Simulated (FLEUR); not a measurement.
# Ge (I4_1/amd) in FLEUR: further runs, part 2 of 2

FLEUR MaX-R8.1 (later development tree).

### Step 3. Equation of state, SCAN, 17.41 Å³/atom (volume scaled by 0.94)

Contents of inp.xml:

```xml
<?xml version="1.0" encoding="UTF-8" standalone="no"?>
<fleurInput fleurInputVersion="0.39">
   <comment>
      Ge                                                                                                  
   </comment>
   <calculationSetup>
      <cutoffs Kmax="4.34" Gmax="13.4" GmaxXC="13.4" numbands="0"/>
      <scfLoop itmax="80" minDistance="0.0001" maxIterBroyd="30" imix="Anderson" alpha="0.05" precondParam="0.0" spinf="2.0" sdNocoIR="T"/>
      <coreElectrons ctail="F" frcor="F" kcrel="0" coretail_lmax="0"/>
      <xcFunctional name="LibXC" relativisticCorrections="F">
         <LibXCName exchange="mgga_x_scan" correlation="mgga_c_scan"/>
         <AuxGGA exchange="117" correlation="130"/>
      </xcFunctional>
      <magnetism jspins="1"/>
      <soc l_soc="F" theta="0.0" phi="0.0" spav="F"/>
      <expertModes spex="0" secvar="F"/>
      <geometryOptimization l_f="F" forcealpha="1.0" forcemix="BFGS" epsdisp="0.00001" epsforce="0.00001"/>
      <ldaU l_linMix="F" mixParam="0.05" spinf="1.0"/>
   </calculationSetup>
   <cell>
      <bzIntegration valenceElectrons="44.0" mode="hist" fermiSmearingEnergy="0.00183747">
         <kPointListSelection listName="default-1"/>
         <!-- k-points included here -->
         <xi:include xmlns:xi="http://www.w3.org/2001/XInclude" href="kpts.xml"> </xi:include>
      </bzIntegration>
      <!-- symmetry operations included here -->
      <xi:include xmlns:xi="http://www.w3.org/2001/XInclude" href="sym.xml"> </xi:include>
      <bulkLattice scale="0.9795861087">
         <bravaisMatrix>
            <row-1>   -4.8650804795084124     4.8650804795084124     2.6407271787013786</row-1>
            <row-2>    4.8650804795084124    -4.8650804795084124     2.6407271787013786</row-2>
            <row-3>    4.8650804795084124     4.8650804795084124    -2.6407271787013786</row-3>
         </bravaisMatrix>
      </bulkLattice>
   </cell>
   <atomSpecies>
      <species name="Germanium (Ge)" element="Ge" atomicNumber="32">
         <mtSphere radius="2.26" gridPoints="771" logIncrement="0.016"/>
         <atomicCutoffs lmax="9" lnonsphr="9"/>
         <electronConfig flipSpins="F">
            <coreConfig>(1s1/2) (2s1/2) (2p1/2) (2p3/2)</coreConfig>
            <valenceConfig>(3s1/2) (3p1/2) (3p3/2) (4s1/2) (3d3/2) (3d5/2) (4p1/2) (4p3/2)</valenceConfig>
            <stateOccupation state="(4p1/2)" spinUp="0.333333" spinDown="0.333333"/>
            <stateOccupation state="(4p3/2)" spinUp="0.666667" spinDown="0.666667"/>
         </electronConfig>
         <energyParameters s="4" p="4" d="3" f="4"/>
         <lo type="SCLO" l="0" n="3" eDeriv="0"/>
         <lo type="SCLO" l="1" n="3" eDeriv="0"/>
         <lo type="SCLO" l="1" n="3" eDeriv="1"/>
         <lo type="HELO" l="2" n="4" eDeriv="0"/>
         <lo type="HELO" l="2" n="4" eDeriv="1"/>
         <lo type="SCLO" l="3" n="4" eDeriv="2"/>
      </species>
   </atomSpecies>
   <atomGroups>
      <atomGroup species="Germanium (Ge)">
         <relPos label="                   1">-3.000/8.000 3.000/8.000 -1.000/4.000</relPos>
         <relPos label="                   2">3.000/8.000 -3.000/8.000 1.000/4.000</relPos>
         <force calculate="T" relaxXYZ="TTT"/>
      </atomGroup>
   </atomGroups>
   <output dos="F" band="F" slice="F">
      <checks vchk="F" cdinf="F"/>
      <bandDOS minEnergy="-.5*Htr" maxEnergy="0.5*Htr" sigma="0.015" storeEVData="T"/>
      <vacuumDOS vacdos="F" integ="F" star="F" nstars="0" locx1="0.0" locy1="0.0" locx2="0.0" locy2="0.0" nstm="0" tworkf="0.0"/>
      <unfoldingBand unfoldBand="F" supercellX="1" supercellY="1" supercellZ="1"/>
      <plotting iplot="0" polar="F">
         <plot TwoD="T" vec1="  1.0  0.0  0.0" vec2="  0.0  1.0  0.0" vec3="  0.0  0.0  1.0" zero="  0.0  0.0  0.0" file="plot"/>
      </plotting>
      <chargeDensitySlicing numkpt="0" minEigenval="0.0" maxEigenval="0.0" nnne="0" pallst="F"/>
      <specialOutput eonly="F"/>
      <moessbauerParams electricFieldGradient="T" isomerShift="T" coreHyperfine="T" valenceHyperfine="T"/>
      <magneticCircularDichroism mcd="F" energyLo="-10.0" energyUp="0.0"/>
   </output>
  <!-- We include the file relax.xml here to enable relaxations (see documentation) -->
  <xi:include xmlns:xi="http://www.w3.org/2001/XInclude" href="relax.xml"> <xi:fallback/> </xi:include>
</fleurInput>
```

Potentials or basis: all-electron, FLAPW.

Run with:

```
$ inpgen -f crystal.txt -profile fastHighL
$ # inp.xml edited to the form shown
$ fleur_MPI
```

Wall time 1.8 min (1 thread of Arm Neoverse V2, shared host); peak memory 0.08 GiB.

The run converged. Its results:

| Item | Value |
| --- | --- |
| Free energy | -114258.4898 eV |
| Band gap on the k mesh | none (metal or under the smearing width) |
| Valence electrons inside the program's atomic spheres | Ge 20.20 (radii Ge 2.26 bohr) |

Caveat: the meta-GGA is that of a development version, with a GGA for the radial functions and cores and without core tails.

### Step 4. Equation of state, SCAN, 17.78 Å³/atom (volume scaled by 0.96)

inp.xml, as its differences from that of step 3:

```diff
@@ -27,3 +27,3 @@
       <xi:include xmlns:xi="http://www.w3.org/2001/XInclude" href="sym.xml"> </xi:include>
-      <bulkLattice scale="0.9795861087">
+      <bulkLattice scale="0.9864848297">
          <bravaisMatrix>
```

Run with:

```
$ inpgen -f crystal.txt -profile fastHighL
$ # inp.xml edited to the form shown
$ fleur_MPI
```

Wall time 1.9 min (1 thread of Arm Neoverse V2, shared host); peak memory 0.09 GiB.

The run converged. Its results:

```yaml
Free_energy: -114258.5124 eV
Band_gap_on_the_k_mesh: none (metal or under the smearing width)
Valence_electrons_inside_the_program's_atomic_spheres: Ge 20.18 (radii Ge 2.26 bohr)
```

Caveat: the meta-GGA is that of a development version, with a GGA for the radial functions and cores and without core tails.

### Step 5. Equation of state, SCAN, 18.52 Å³/atom

inp.xml, as its differences from that of step 4:

```diff
@@ -27,3 +27,3 @@
       <xi:include xmlns:xi="http://www.w3.org/2001/XInclude" href="sym.xml"> </xi:include>
-      <bulkLattice scale="0.9864848297">
+      <bulkLattice scale="1.0000000000">
          <bravaisMatrix>
```

Run with:

```
$ inpgen -f crystal.txt -profile fastHighL
$ # inp.xml edited to the form shown
$ fleur_MPI
```

It took 2.2 min on 1 thread of Arm Neoverse V2, shared host; peak memory 0.09 GiB.

The run converged. Its results:

```
Free energy                                           : -114258.5316 eV
Band gap on the k mesh                                : none (metal or under the smearing width)
Valence electrons inside the program's atomic spheres : Ge 20.15 (radii Ge 2.26 bohr)
```

Caveat: the meta-GGA is that of a development version, with a GGA for the radial functions and cores and without core tails.

### Step 6. Equation of state, SCAN, 19.27 Å³/atom (volume scaled by 1.04)

inp.xml, as its differences from that of step 5:

```diff
@@ -27,3 +27,3 @@
       <xi:include xmlns:xi="http://www.w3.org/2001/XInclude" href="sym.xml"> </xi:include>
-      <bulkLattice scale="1.0000000000">
+      <bulkLattice scale="1.0131594038">
          <bravaisMatrix>
```

Potentials or basis: all-electron, FLAPW.

Run with:

```
$ inpgen -f crystal.txt -profile fastHighL
$ # inp.xml edited to the form shown
$ fleur_MPI
```

Wall time 2.3 min (1 thread of Arm Neoverse V2, shared host); peak memory 0.09 GiB.

The run converged. Its results:

```yaml
Free_energy: -114258.5216 eV
Band_gap_on_the_k_mesh: none (metal or under the smearing width)
Valence_electrons_inside_the_program's_atomic_spheres: Ge 20.12 (radii Ge 2.26 bohr)
```

Caveat: the meta-GGA is that of a development version, with a GGA for the radial functions and cores and without core tails.

### Step 7. Equation of state, SCAN, 19.64 Å³/atom (volume scaled by 1.06)

inp.xml, as its differences from that of step 6:

```diff
@@ -27,3 +27,3 @@
       <xi:include xmlns:xi="http://www.w3.org/2001/XInclude" href="sym.xml"> </xi:include>
-      <bulkLattice scale="1.0131594038">
+      <bulkLattice scale="1.0196128224">
          <bravaisMatrix>
```

Run with:

```
$ inpgen -f crystal.txt -profile fastHighL
$ # inp.xml edited to the form shown
$ fleur_MPI
```

It took 2.3 min on 1 thread of Arm Neoverse V2, shared host; peak memory 0.09 GiB.

Results (log left out):

- Free energy: -114258.5073 eV
- Band gap on the k mesh: none (metal or under the smearing width)
- Valence electrons inside the program's atomic spheres: Ge 20.10 (radii Ge 2.26 bohr)

Caveat: the meta-GGA is that of a development version, with a GGA for the radial functions and cores and without core tails.

### Step 8. Equation of state, SCAN

This step only gathers the single runs of the series.

What came out:

```
Equilibrium volume                        : 18.62 Å³/atom
Bulk modulus at fixed shape and positions : 77 GPa
```

Energy against volume, from the lowest point:
| volume (Å³/atom) | energy (meV/atom) |
| --- | --- |
| 17.413 | 20.94 |
| 17.783 | 9.63 |
| 18.524 | 0.00 |
| 19.265 | 5.00 |
| 19.636 | 12.16 |

Caveat: the meta-GGA is that of a development version, with a GGA for the radial functions and cores and without core tails; the cell was scaled at fixed shape and fractional positions, which overstates the stiffness of a crystal with free parameters, most of all of layers and chains.
